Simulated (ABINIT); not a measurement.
A run of ABINIT 10.8.3 (patched build) is set up as follows.

File run.abi:

```
pp_dirpath "./"
pseudos "I.GGA_PBE-JTH.xml"

acell 3*1.0 Angstrom
rprim
     2.4412430000    -3.6483080000    -0.0116530000
     2.6305880000     3.7779740000    -0.0648680000
    -1.6552130000    -0.0584920000     2.4058320000
ntypat 1
znucl 53
natom 1
typat 1
xred
     0.5067520000     0.4954560000     0.5157190000
chkprim 0
chksymtnons 0
tolsym 1.0e-6

ecut 15.0
pawecutdg 30.0

kptopt 1
ngkpt 7 7 11
nshiftk 1
shiftk 0.0 0.0 0.0

ixc 11

nband 8
occopt 3
tsmear 0.00183747

nstep 100
tolvrs 1.0e-9

iomode 3
prtwf 0
prtden 0
prteig 0
prtebands 0
enunit 1
```

Potentials or basis: JTH PAW PBE v2.0.

Command:

```console
$ abinit run.abi > log 2>&1
```

Q: What does it give for the pressure?

A: 0.6 GPa.

Q: Estimate the band gap on the k mesh.

A: None (metal or under the smearing width).

Stress tensor (GPa, compression positive):
```
 0.49 -0.14 -0.23
-0.14  0.78  0.02
-0.23  0.02  0.60
```

Caveat: an odd number of electrons without spin polarisation forces a metal; a magnetic or distorted state may lie lower. Spin-orbit coupling is left out, which matters for the levels of I.
